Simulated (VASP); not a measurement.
Set up this calculation in VASP 6.6.1, as the native input.

```yaml
Task: relaxation of cell and atoms
Functional: PBEsol
Potentials_or_basis: VASP PAW PBE potentials, release 64 (K_sv, Cl)
Cutoff: 600 eV
k_mesh: 8 × 8 × 8
Occupations: gaussian, width 0.03 eV
Spin: no spin polarisation
Further_INCAR_settings: ALGO = Normal; EDIFF = 1e-07; IBRION = 2; EDIFFG = -0.005; NSW = 90; ISIF = 3
```

The structure of KCl (Sylvite) lies in POSCAR:

```
KCl                                     
1.0
    0.0000000000      3.1269960053      3.1269960053
    3.1269960053      0.0000000000      3.1269960053
    3.1269960053      3.1269960053      0.0000000000
  K               Cl            
     1     1
Direct
     0.0000000000000000    0.0000000000000000    0.0000000000000000
     0.5000000000000000    0.5000000000000000    0.5000000000000000
```

The input as run:

INCAR

```
SYSTEM = KCl
PREC = Accurate
ENCUT = 600
EDIFF = 1E-7
ISMEAR = 0
SIGMA = 0.03
LREAL = .False.
LASPH = .True.
NELM = 80
ALGO = Normal
ISIF = 3
LWAVE = .False.
LCHARG = .False.
GGA = PS
IBRION = 2
NSW = 90
EDIFFG = -0.005
```

KPOINTS

```
regular mesh
0
Gamma
  8 8 8
  0 0 0
```

Potentials or basis: VASP PAW PBE potentials, release 64 (K_sv, Cl).

Run with:

```sh
$ cat potpaw_PBE.64/K_sv/POTCAR potpaw_PBE.64/Cl/POTCAR > POTCAR
$ mpirun -np 1 vasp_std > vasp.out
```

It gave:

```
Pressure after relaxing : 0.0 GPa
Band gap on the k mesh  : 5.08 eV, direct
```

Caveat: the relaxation stopped at its first step, so nothing moved; the PAW data sets were made with another functional, which shifts forces and pressure a little.

Run time: 17 s on 1 thread of AMD EPYC 9R45 96-Core Processor (Zen 5), on a shared host, peak memory 0.18 GiB.
